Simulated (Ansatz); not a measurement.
The system is SnO2 (Cassiterite).

```xyz
6
Lattice="4.7380 0.0000 0.0000 0.0000 4.7380 0.0000 0.0000 0.0000 3.1865" Properties=species:S:1:pos:R:3 pbc="T T T"
Sn    2.3690    2.3690    1.5933
Sn    0.0000    0.0000    0.0000
O     3.8240    0.9140    1.5933
O     3.2830    3.2830    0.0000
O     0.9140    3.8240    1.5933
O     1.4550    1.4550    0.0000
```

* Program: Ansatz 0.2.0
* Task: relaxation of cell and atoms
* Functional: m-r2SCAN
* Potentials or basis: Ansatz PAW
* Cutoff: 500 eV (not typed: the program's choice for these potentials)
* k mesh: 6 × 6 × 8
* Occupations: fermi-dirac, width 0.05 eV
* Spin: no spin polarisation

At the start: volume 11.92 Å³/atom.

Task: Where does the relaxation end?

Result: It ends after 6 steps and the volume is 12.09 Å³/atom (+1.4 %); space group P4_2/mnm (No. 136, to 0.05 Å).

Step by step:
| step | energy change (eV) | largest force (eV/Å) | volume (Å³) |
| --- | --- | --- | --- |
| 1 | 0.0000 | 0.2423 | 71.53 |
| 2 | -0.0120 | 0.0190 | 72.59 |
| 3 | -0.0132 | 0.0335 | 72.59 |
| 4 | -0.0134 | 0.0160 | 72.54 |
| 5 | -0.0134 | 0.0000 | 72.52 |
| 6 | -0.0139 | 0.0000 | 72.52 |

Final structure:
```
CELL_PARAMETERS angstrom
4.75994 0.00000 0.00000
0.00000 4.75994 0.00000
0.00000 0.00000 3.20080
ATOMIC_POSITIONS crystal
Sn 0.50000 0.50000 0.50000
Sn 0.00000 0.00000 0.00000
O 0.80591 0.19409 0.50000
O 0.69409 0.69409 0.00000
O 0.19409 0.80591 0.50000
O 0.30591 0.30591 0.00000
```

Caveat: the plane-wave basis is chosen anew once the cell has moved, so the energies of steps on either side of that aren't comparable; the PAW data sets come from PBE, with cores solved anew for the run's functional, which leaves a small shift of forces and pressure.
